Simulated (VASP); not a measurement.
**W2C3: relaxation of cell and atoms with PBE**

The system is W2C3.

```xyz
5
Lattice="2.7600 -3.1890 0.0000 2.7600 3.1890 0.0000 0.0000 0.0000 3.0440" Properties=species:S:1:pos:R:3 pbc="T T T"
W     1.3800   -1.5945    1.5220
W     1.3800    1.5945    1.5220
C     2.7600   -0.7175    0.0000
C     2.7600    0.7175    0.0000
C     0.0000    0.0000    1.5220
```

The cell was built by a generator and needn't be a form met in nature.

```yaml
Program: VASP 6.6.1
Task: relaxation of cell and atoms
Functional: PBE
Potentials_or_basis: VASP PAW PBE potentials, release 64 (W_sv, C)
Cutoff: 520 eV
k_mesh: 8 × 8 × 10
Occupations: gaussian, width 0.1 eV
Spin: no spin polarisation
Further_INCAR_settings: ALGO = Normal; EDIFF = 1e-06; IBRION = 2; EDIFFG = -0.01; NSW = 90; ISIF = 3
```

```json
{"Relaxed volume": "10.71 Å³/atom", "Relaxed cell": "a = 4.238 Å, b = 4.238 Å, c = 2.996 Å, α = 90.00°, β = 90.00°, γ = 95.40°", "Space group after relaxing (to 0.05 Å)": "Cmmm (No. 65)", "Energy gained by relaxing": "14.3 meV/atom", "Ionic steps": "12", "Pressure after relaxing": "0.0 GPa", "Largest force after relaxing": "0.005 eV/Å", "Band gap on the k mesh": "none (metal or under the smearing width)"}
```

Forces on the atoms (eV/Å):
```
W    0.000  0.000  0.000
W    0.000  0.000  0.000
C    0.000  0.005  0.000
C    0.000 -0.005  0.000
C    0.000  0.000  0.000
```

Stress tensor (GPa, compression positive):
```
 0.01  0.00  0.00
 0.00 -0.09  0.00
 0.00  0.00 -0.03
```

Step by step:
```csv
step,energy change (eV),largest force (eV/Å),pressure (GPa),volume (Å³)
1,0.0000,0.0687,3.11,53.58
2,-0.0136,0.2731,-9.02,55.18
3,-0.0441,0.1050,-3.85,54.46
4,-0.0600,0.4871,1.82,53.23
5,-0.0655,0.2679,-0.12,53.63
6,-0.0700,0.1483,0.66,53.44
7,-0.0700,0.1315,0.62,53.45
8,-0.0712,0.0667,-0.20,53.61
9,-0.0717,0.0037,0.07,53.56
10,-0.0717,0.0064,0.09,53.55
11,-0.0717,0.0027,-0.12,53.58
12,-0.0717,0.0045,-0.04,53.57
```

Final structure:
```
CELL_PARAMETERS angstrom
2.85207 -3.13431 0.00000
2.85207 3.13431 0.00000
0.00000 0.00000 2.99631
ATOMIC_POSITIONS crystal
W 0.50000 0.00000 0.50000
W 0.00000 0.50000 0.50000
C 0.61409 0.38591 0.00000
C 0.38591 0.61409 0.00000
C 0.00000 0.00000 0.50000
```

Levels at points of the mesh, in eV from the Fermi level:
```
           k point  band 17  band 18  band 19  band 20  band 21  band 22  band 23  band 24
(0.00, 0.00, 0.00)    -2.27    -1.22    -0.97    -0.75     0.55     1.35     1.51     1.58
(0.50, 0.00, 0.00)    -1.82    -1.44    -1.00    -0.61     0.62     1.04     1.22     3.35
(0.50, 0.50, 0.00)    -2.63    -2.07    -1.15     2.10     2.26     2.35     2.63     2.70
(0.00, 0.00, 0.50)    -1.28    -1.00    -0.82    -0.81     0.47     1.26     2.00     3.31
(0.50, 0.00, 0.50)    -2.88    -2.60    -1.74    -0.39    -0.17     2.58     3.30     3.81
(0.50, 0.50, 0.50)    -4.17    -3.33    -2.90    -0.33     0.65     2.85     3.90     4.13
```

Wall time 2.8 min on 4 MPI ranks on Intel(R) Xeon(R) Platinum 8488C (Sapphire Rapids), on a shared host, peak memory 0.27 GiB a rank.

Spin-orbit coupling is left out, which matters for the levels of W.
